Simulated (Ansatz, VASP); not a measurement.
# As: VASP beside Ansatz

```
As
1.0
     3.59397    0.00000    0.00000
    -1.79699    3.11247    0.00000
     0.00000    0.00000   35.37257
As
4
Direct
  0.66667 0.33333 0.24138
  0.33333 0.66667 0.20209
  0.66667 0.33333 0.36332
  0.33333 0.66667 0.32403
```

Alike in both runs: functional PBE; dispersion D3(BJ); k mesh 6 × 6 × 1; occupations gaussian, width 0.1 eV; no spin polarisation.

Ansatz relaxed the structure, and its values are those at the end. VASP's run is a single point on that final structure, the one shown.

```csv
,VASP,Ansatz
version,VASP 6.6.1,Ansatz 0.2.0
potentials or method,"VASP PAW PBE potentials, release 64 (As)","scalar-relativistic, plane waves, PAW"
plane-wave cutoff (eV),520,420
valence electrons in the cell,20,60
```

```csv
,VASP,Ansatz,Ansatz less VASP
gap on the k mesh at the Fermi level (eV),0.73,0.76,+0.026
least direct gap on the mesh (eV),1.44,1.47,+0.036
rms of the force components (eV/Å),0.039,0.014,-0.0253
```

The two sets of potentials don't hold the same shells in valence. Ansatz warned: «slab_cell_height_set».
